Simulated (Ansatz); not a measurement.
The system is CuAu.

```xyz
2
Lattice="1.4431 0.8331 4.2562 -1.4431 0.8331 4.2562 0.0000 -1.6663 4.2562" Properties=species:S:1:pos:R:3 pbc="T T T"
Au    0.0000    0.0000    0.0000
Cu    0.0000    0.0000    6.3843
```

The cell comes from a database or a generator and needn't be the stable form of this composition.

Base run:

| Property | Result |
| --- | --- |
| Program | Ansatz 0.2.0 |
| Functional | PBEsol |
| Potentials or basis | all-electron LAPW, scalar-relativistic |
| Cutoff | 273 eV (chosen from the basis error) |
| Basis error allowed | 0.001 eV/atom |
| k mesh | 11 × 11 × 11 |
| Occupations | fermi-dirac, width 0.05 eV |
| Spin | no spin polarisation |

Its results: pressure -8.1 GPa.

Problem. The run is repeated on the same cell with these changes: functional from PBEsol to LDA. What comes out?

Solution. Pressure -12.8 GPa.

LDA binds more tightly than PBEsol, so the same cell stands under less pressure.
